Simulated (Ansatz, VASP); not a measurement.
## Two plane-wave programs on BN

INCAR

```
ALGO = Normal ; EDIFF = 1E-6
ENCUT = 520 ; GGA = PE
ISIF = 2 ; ISMEAR = 0
LASPH = True ; LCHARG = False
LREAL = False ; LWAVE = False
NBANDS = 16 ; NELM = 60
PREC = Accurate ; SIGMA = 0.05
```

The input KPOINTS:

```
k-points
0
Gamma
  12 12 4
```

POSCAR

```
BN
1.0
    2.4635976777      0.0000000000      0.0000000000
   -1.2317988389      2.1335381736      0.0000000000
    0.0000000000      0.0000000000      6.8814296245
B N
2 2
Direct
    0.3333333333      0.6666666667      0.2500000000
    0.6666666667      0.3333333333      0.7500000000
    0.3333333333      0.6666666667      0.7500000000
    0.6666666667      0.3333333333      0.2500000000
```

Input for Ansatz:

```yaml
crystal:
  lattice:
    - [2.4635976777, 0.0, 0.0]
    - [-1.2317988389, 2.1335381736, 0.0]
    - [0.0, 0.0, 6.8814296245]
  atoms:
    - { symbol: B, position: [0.3333333333, 0.6666666667, 0.25] }
    - { symbol: B, position: [0.6666666667, 0.3333333333, 0.75] }
    - { symbol: "N", position: [0.3333333333, 0.6666666667, 0.75] }
    - { symbol: "N", position: [0.6666666667, 0.3333333333, 0.25] }
basis:
  ecutwfc: 420
kpoints:
  mp_grid: { grid: [12, 12, 4] }
hamiltonian:
  xc: pbe
scf:
  occupations: { method: gaussian, width: 0.05 }
output:
  forces: true
  stress: true
  eigenvalues: true
  write_density: true
  write_potential: true
  elf: true
  volumetric_format: npy
```

Alike in both runs: task single point; functional PBE; k mesh 12 × 12 × 4; occupations gaussian, width 0.05 eV; no spin polarisation.

|  | VASP | Ansatz |
| --- | --- | --- |
| version | VASP 6.6.1 | Ansatz 0.2.0 |
| potentials or method | VASP PAW PBE potentials, release 64 (B, N) | scalar-relativistic, plane waves, PAW |
| plane-wave cutoff (eV) | 520 | 420 |
| valence electrons in the cell | 16 | 16 |

```csv
,VASP,Ansatz,Ansatz less VASP
gap on the k mesh at the Fermi level (eV),4.41,4.42,+0.007
least direct gap on the mesh (eV),4.78,4.78,+0.003
pressure (GPa),15.3,15.2,-0.07
largest component of the traceless stress (GPa),13.45,13.23,-0.212
```

Caveats: so large a pressure means that the cell lies far from this level's equilibrium, or that cutoff or potentials fall short (VASP); this functional lacks dispersion, which binds the layers, so the pressure and a relaxed spacing across them are unreliable. A k mesh can miss the band edges.
